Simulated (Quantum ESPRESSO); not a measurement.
# Be (P6_3/mmc) in Quantum ESPRESSO: reference runs

How does Be come out in PBEsol? The cell is run as given and disturbed.

Everything below comes from runs of Quantum ESPRESSO 7.5. Logs are shortened: lines on timing, memory, paths and dates and some standing lists are left out, and cuts for length are marked.

### 1 The structure

It takes space group P6_3/mmc (No. 194, hexagonal). Conventional cell: a = 2.285 Å, b = 2.285 Å, c = 3.584 Å, α = 90.00°, β = 90.00°, γ = 120.00°. Be (site symmetry -6m2) is surrounded by 12 Be at 2.23 to 2.29 Å.

### 2 Single point, PBEsol

The input, pw.in:

```
&CONTROL
  calculation = 'scf'
  prefix = 'pwscf'
  outdir = './tmp'
  pseudo_dir = './pseudo'
  tprnfor = .true.
  tstress = .true.
  disk_io = 'low'
/
&SYSTEM
  ibrav = 0
  celldm(1) = 8
  nat = 2
  ntyp = 1
  ecutwfc = 45
  ecutrho = 360
  nbnd = 9
  occupations = 'smearing'
  smearing = 'fd'
  degauss = 0.00367493
/
&ELECTRONS
  conv_thr = 4d-10
  electron_maxstep = 120
  mixing_beta = 0.5
/
ATOMIC_SPECIES
Be     9.0122 be_pbesol_v1.4.uspp.F.UPF
CELL_PARAMETERS alat
  0.5398238890759   0.0000000000000   0.0000000000000
 -0.2699119445380   0.4675012015169   0.0000000000000
  0.0000000000000   0.0000000000000   0.8466445469855
ATOMIC_POSITIONS crystal
Be     0.6666666667    0.3333333333    0.7500000000
Be     0.3333333333    0.6666666667    0.2500000000
K_POINTS automatic
13 13 8 0 0 0
```

The input, pp_density.in:

```
&INPUTPP
  prefix = 'pwscf'
  outdir = './tmp'
  filplot = 'density.dat'
  plot_num = 0
/
&PLOT
  nfile = 1
  filepp(1) = 'density.dat'
  iflag = 3
  output_format = 6
  fileout = 'density.cube'
/
```

The input, pp_potential.in:

```
&INPUTPP
  prefix = 'pwscf'
  outdir = './tmp'
  filplot = 'potential.dat'
  plot_num = 11
/
&PLOT
  nfile = 1
  filepp(1) = 'potential.dat'
  iflag = 3
  output_format = 6
  fileout = 'potential.cube'
/
```

Potentials or basis: GBRV 1.5 PBEsol.

Run with:

```sh
$ OMP_NUM_THREADS=1 mpirun -n 2 pw.x -nk 2 -in pw.in > pw.out
$ OMP_NUM_THREADS=1 mpirun -n 1 pp.x -in pp_density.in > pp_density.out
$ OMP_NUM_THREADS=1 mpirun -n 1 pp.x -in pp_potential.in > pp_potential.out
```

pw.out:

```text
This program is part of the open-source Quantum ESPRESSO suite
     for quantum simulation of materials; please cite
[... 6 lines left out ...]
     using ibrav=0 with symmetry is DISCOURAGED, use correct ibrav instead

     K-points division:     npool     =       2
     Subspace diagonalization in iterative solution of the eigenvalue problem:
     a serial algorithm will be used

     G-vector sticks info
     --------------------
     sticks:   dense  smooth     PW     G-vecs:    dense   smooth      PW
     Sum         463     235     85                12623     4475     857

     Using Slab Decomposition

     bravais-lattice index     =            0
     lattice parameter (alat)  =       8.0000  a.u.
     unit-cell volume          =     109.3971 (a.u.)^3
     number of atoms/cell      =            2
     number of atomic types    =            1
     number of electrons       =         8.00
     number of Kohn-Sham states=            9
     kinetic-energy cutoff     =      45.0000  Ry
     charge density cutoff     =     360.0000  Ry
     scf convergence threshold =      4.0E-10
     mixing beta               =       0.5000
     number of iterations used =            8  plain     mixing
     Exchange-correlation= SLA  PW   PSX  PSC
                           (   1   4  10   8   0   0   0)

     celldm(1)=   8.000000  celldm(2)=   0.000000  celldm(3)=   0.000000
     celldm(4)=   0.000000  celldm(5)=   0.000000  celldm(6)=   0.000000

     crystal axes: (cart. coord. in units of alat)
               a(1) = (   0.539824   0.000000   0.000000 )
               a(2) = (  -0.269912   0.467501   0.000000 )
               a(3) = (   0.000000   0.000000   0.846645 )

     reciprocal axes: (cart. coord. in units 2 pi/alat)
               b(1) = (  1.852456  1.069516 -0.000000 )
               b(2) = (  0.000000  2.139032  0.000000 )
               b(3) = (  0.000000 -0.000000  1.181133 )

     PseudoPot. # 1 for Be read from file:
     be_pbesol_v1.4.uspp.F.UPF
     Pseudo is Ultrasoft, Zval =  4.0
     Generated by new atomic code, or converted to UPF format
     Using radial grid of  769 points,  6 beta functions with:
                l(1) =   0
                l(2) =   0
                l(3) =   0
                l(4) =   1
                l(5) =   1
                l(6) =   2
     Q(r) pseudized with 10 coefficients,  rinner =    1.000   1.000   1.000
                                                       1.000   1.000

     atomic species   valence    mass     pseudopotential
     Be                4.00     9.01220     Be( 1.00)

     24 Sym. Ops., with inversion, found (12 have fractional translation)

   Cartesian axes

     site n.     atom                  positions (alat units)
         1        Be     tau(   1) = (   0.2699119   0.1558337   0.6349834  )
         2        Be     tau(   2) = (  -0.0000000   0.3116675   0.2116611  )

     number of k points=   105  Fermi-Dirac smearing, width (Ry)=  0.0037

     Number of k-points >= 100: set verbosity='high' to print them.

     Dense  grid:    12623 G-vectors     FFT dimensions: (  27,  27,  48)

     Smooth grid:     4475 G-vectors     FFT dimensions: (  20,  20,  30)

     Initial potential from superposition of free atoms

     starting charge       7.9997, renormalised to       8.0000
     Starting wfcs are   10 randomized atomic wfcs

     Self-consistent Calculation

     iteration #  1     ecut=    45.00 Ry     beta= 0.50
     Davidson diagonalization with overlap
     ethr =  1.00E-02,  avg # of iterations =  2.7

     Threshold (ethr) on eigenvalues was too large:
     Diagonalizing with lowered threshold

     Davidson diagonalization with overlap
     ethr =  2.97E-05,  avg # of iterations =  3.4

     total energy              =     -56.19815529 Ry
     estimated scf accuracy    <       0.00238265 Ry

     iteration #  2     ecut=    45.00 Ry     beta= 0.50
     Davidson diagonalization with overlap
     ethr =  2.98E-05,  avg # of iterations =  1.0

     total energy              =     -56.19805854 Ry
     estimated scf accuracy    <       0.00050980 Ry

     iteration #  3     ecut=    45.00 Ry     beta= 0.50
     Davidson diagonalization with overlap
     ethr =  6.37E-06,  avg # of iterations =  1.3

     total energy              =     -56.19807115 Ry
     estimated scf accuracy    <       0.00000049 Ry

     iteration #  4     ecut=    45.00 Ry     beta= 0.50
     Davidson diagonalization with overlap
     ethr =  6.08E-09,  avg # of iterations =  3.1

     total energy              =     -56.19807159 Ry
     estimated scf accuracy    <          2.1E-09 Ry

     iteration #  5     ecut=    45.00 Ry     beta= 0.50
     Davidson diagonalization with overlap
     ethr =  2.66E-11,  avg # of iterations =  1.8

     End of self-consistent calculation

     Number of k-points >= 100: set verbosity='high' to print the bands.

     the Fermi energy is     8.3079 ev

!    total energy              =     -56.19807159 Ry
     estimated scf accuracy    <          1.6E-10 Ry
     smearing contrib. (-TS)   =      -0.00007922 Ry
     internal energy E=F+TS    =     -56.19799237 Ry

     The total energy is F=E-TS. E is the sum of the following terms:
     one-electron contribution =     -31.15521286 Ry
     hartree contribution      =       9.22574304 Ry
     xc contribution           =      -9.92718218 Ry
     ewald contribution        =     -24.34134036 Ry

     convergence has been achieved in   5 iterations

     Forces acting on atoms (cartesian axes, Ry/au):

     atom    1 type  1   force =    -0.00000000   -0.00000000    0.00000000
     atom    2 type  1   force =    -0.00000000   -0.00000000    0.00000000

     Total force =     0.000000     Total SCF correction =     0.000000

     Computing stress (Cartesian axis) and pressure

          total   stress  (Ry/bohr**3)                   (kbar)     P=      -34.66
  -0.00021782  -0.00000000   0.00000000          -32.04       -0.00        0.00
  -0.00000000  -0.00021782   0.00000000           -0.00      -32.04        0.00
   0.00000000  -0.00000000  -0.00027121            0.00       -0.00      -39.90

=------------------------------------------------------------------------------=
   JOB DONE.
=------------------------------------------------------------------------------=
```

Wall time 4.6 s (2 MPI ranks of Arm Neoverse V1, shared host); peak memory 0.12 GiB.

What came out:

```yaml
Free_energy: -764.6137 eV
Pressure: -3.5 GPa
Band_gap_on_the_k_mesh: none (metal or under the smearing width)
```

Stress tensor (GPa, compression positive):
```
-3.20  0.00  0.00
 0.00 -3.20  0.00
 0.00  0.00 -3.99
```

Levels at points of the mesh, in eV from the Fermi level:
| k point | band 3 | band 4 | band 5 | band 6 | band 7 |
| --- | --- | --- | --- | --- | --- |
| (0.00, 0.00, 0.00) | -11.04 | -4.17 | 1.27 | 15.79 | 15.79 |
| (0.00, 0.00, -0.50) | -8.90 | -8.90 | 10.79 | 10.79 | 17.43 |

### 3 Single point, PBEsol (atoms moved at random, drawn with an rms of 0.05 Å)

The input, pw.in:

```
&CONTROL
  calculation = 'scf'
  prefix = 'pwscf'
  outdir = './tmp'
  pseudo_dir = './pseudo'
  tprnfor = .true.
  tstress = .true.
  disk_io = 'nowf'
/
&SYSTEM
  ibrav = 0
  nat = 2
  ntyp = 1
  ecutwfc = 45
  ecutrho = 360
  nbnd = 9
  occupations = 'smearing'
  smearing = 'fd'
  degauss = 0.00367493
/
&ELECTRONS
  conv_thr = 4d-10
  electron_maxstep = 120
  mixing_beta = 0.5
/
ATOMIC_SPECIES
Be     9.0122 be_pbesol_v1.4.uspp.F.UPF
CELL_PARAMETERS angstrom
   2.2853000000    0.0000000000    0.0000000000
  -1.1426500000    1.9791278553    0.0000000000
   0.0000000000    0.0000000000    3.5842000000
ATOMIC_POSITIONS crystal
Be     0.6882380000    0.3384440000    0.7501790000
Be     0.3173940000    0.6567560000    0.2585440000
K_POINTS automatic
13 13 8 0 0 0
```

Potentials or basis: GBRV 1.5 PBEsol.

Run with:

```sh
$ OMP_NUM_THREADS=1 mpirun -n 2 pw.x -nk 2 -in pw.in > pw.out
```

pw.out:

```text
This program is part of the open-source Quantum ESPRESSO suite
     for quantum simulation of materials; please cite
         "P. Giannozzi et al., J. Phys.:Condens. Matter 21 395502 (2009);
         "P. Giannozzi et al., J. Phys.:Condens. Matter 29 465901 (2017);
         "P. Giannozzi et al., J. Chem. Phys. 152 154105 (2020);
     in publications or presentations arising from this work. More details at

     K-points division:     npool     =       2
     Subspace diagonalization in iterative solution of the eigenvalue problem:
     a serial algorithm will be used

     G-vector sticks info
     --------------------
     sticks:   dense  smooth     PW     G-vecs:    dense   smooth      PW
     Sum         463     235     85                12623     4475     857

     Using Slab Decomposition

     bravais-lattice index     =            0
     lattice parameter (alat)  =       4.3186  a.u.
     unit-cell volume          =     109.3971 (a.u.)^3
     number of atoms/cell      =            2
     number of atomic types    =            1
     number of electrons       =         8.00
     number of Kohn-Sham states=            9
     kinetic-energy cutoff     =      45.0000  Ry
     charge density cutoff     =     360.0000  Ry
     scf convergence threshold =      4.0E-10
     mixing beta               =       0.5000
     number of iterations used =            8  plain     mixing
     Exchange-correlation= SLA  PW   PSX  PSC
                           (   1   4  10   8   0   0   0)

     celldm(1)=   4.318591  celldm(2)=   0.000000  celldm(3)=   0.000000
     celldm(4)=   0.000000  celldm(5)=   0.000000  celldm(6)=   0.000000

     crystal axes: (cart. coord. in units of alat)
               a(1) = (   1.000000   0.000000   0.000000 )
               a(2) = (  -0.500000   0.866025   0.000000 )
               a(3) = (   0.000000   0.000000   1.568372 )

     reciprocal axes: (cart. coord. in units 2 pi/alat)
               b(1) = (  1.000000  0.577350 -0.000000 )
               b(2) = (  0.000000  1.154701  0.000000 )
               b(3) = (  0.000000 -0.000000  0.637604 )

     PseudoPot. # 1 for Be read from file:
     be_pbesol_v1.4.uspp.F.UPF
     Pseudo is Ultrasoft, Zval =  4.0
     Generated by new atomic code, or converted to UPF format
     Using radial grid of  769 points,  6 beta functions with:
                l(1) =   0
                l(2) =   0
                l(3) =   0
                l(4) =   1
                l(5) =   1
                l(6) =   2
     Q(r) pseudized with 10 coefficients,  rinner =    1.000   1.000   1.000
                                                       1.000   1.000

     atomic species   valence    mass     pseudopotential
     Be                4.00     9.01220     Be( 1.00)

     No symmetry found

   Cartesian axes

     site n.     atom                  positions (alat units)
         1        Be     tau(   1) = (   0.5190160   0.2931011   1.1765596  )
         2        Be     tau(   2) = (  -0.0109840   0.5687674   0.4054931  )

     number of k points=   677  Fermi-Dirac smearing, width (Ry)=  0.0037

     Number of k-points >= 100: set verbosity='high' to print them.

     Dense  grid:    12623 G-vectors     FFT dimensions: (  27,  27,  45)

     Smooth grid:     4475 G-vectors     FFT dimensions: (  20,  20,  30)

     Initial potential from superposition of free atoms

     starting charge       7.9997, renormalised to       8.0000
     Starting wfcs are   10 randomized atomic wfcs

     Self-consistent Calculation

     iteration #  1     ecut=    45.00 Ry     beta= 0.50
     Davidson diagonalization with overlap
     ethr =  1.00E-02,  avg # of iterations =  2.7

     Threshold (ethr) on eigenvalues was too large:
     Diagonalizing with lowered threshold

     Davidson diagonalization with overlap
     ethr =  3.61E-05,  avg # of iterations =  3.7

     total energy              =     -56.19703927 Ry
     estimated scf accuracy    <       0.00289300 Ry

     iteration #  2     ecut=    45.00 Ry     beta= 0.50
     Davidson diagonalization with overlap
     ethr =  3.62E-05,  avg # of iterations =  1.0

     total energy              =     -56.19705663 Ry
     estimated scf accuracy    <       0.00051301 Ry

     iteration #  3     ecut=    45.00 Ry     beta= 0.50
     Davidson diagonalization with overlap
     ethr =  6.41E-06,  avg # of iterations =  1.4

     total energy              =     -56.19706115 Ry
     estimated scf accuracy    <       0.00002593 Ry

     iteration #  4     ecut=    45.00 Ry     beta= 0.50
     Davidson diagonalization with overlap
     ethr =  3.24E-07,  avg # of iterations =  1.7

     total energy              =     -56.19706206 Ry
     estimated scf accuracy    <       0.00000016 Ry

     iteration #  5     ecut=    45.00 Ry     beta= 0.50
     Davidson diagonalization with overlap
     ethr =  1.98E-09,  avg # of iterations =  1.9

     total energy              =     -56.19706208 Ry
     estimated scf accuracy    <          2.2E-09 Ry

     iteration #  6     ecut=    45.00 Ry     beta= 0.50
     Davidson diagonalization with overlap
     ethr =  2.76E-11,  avg # of iterations =  2.2

     End of self-consistent calculation

     Number of k-points >= 100: set verbosity='high' to print the bands.

     the Fermi energy is     8.2941 ev

!    total energy              =     -56.19706209 Ry
     estimated scf accuracy    <          4.9E-11 Ry
     smearing contrib. (-TS)   =      -0.00007641 Ry
     internal energy E=F+TS    =     -56.19698567 Ry

     The total energy is F=E-TS. E is the sum of the following terms:
     one-electron contribution =     -31.16732717 Ry
     hartree contribution      =       9.23183148 Ry
     xc contribution           =      -9.92755305 Ry
     ewald contribution        =     -24.33393694 Ry

     convergence has been achieved in   6 iterations

     Forces acting on atoms (cartesian axes, Ry/au):

     atom    1 type  1   force =    -0.00999323   -0.00462079    0.00890986
     atom    2 type  1   force =     0.00999323    0.00462079   -0.00890986

     Total force =     0.020030     Total SCF correction =     0.000012

     Computing stress (Cartesian axis) and pressure

          total   stress  (Ry/bohr**3)                   (kbar)     P=      -32.70
  -0.00017172   0.00009760  -0.00001916          -25.26       14.36       -2.82
   0.00009760  -0.00025759  -0.00000889           14.36      -37.89       -1.31
  -0.00001916  -0.00000889  -0.00023753           -2.82       -1.31      -34.94

=------------------------------------------------------------------------------=
   JOB DONE.
=------------------------------------------------------------------------------=
```

It took 15 s on 2 MPI ranks of Arm Neoverse V1, shared host; peak memory 0.16 GiB.

Results:

```yaml
Free_energy: -764.6000 eV
Pressure: -3.3 GPa
Largest_force: 0.364 eV/Å
Band_gap_on_the_k_mesh: none (metal or under the smearing width)
```

Forces in eV/Å, atoms in the order of the input:
```
Be  -0.257 -0.119  0.229
Be   0.257  0.119 -0.229
```
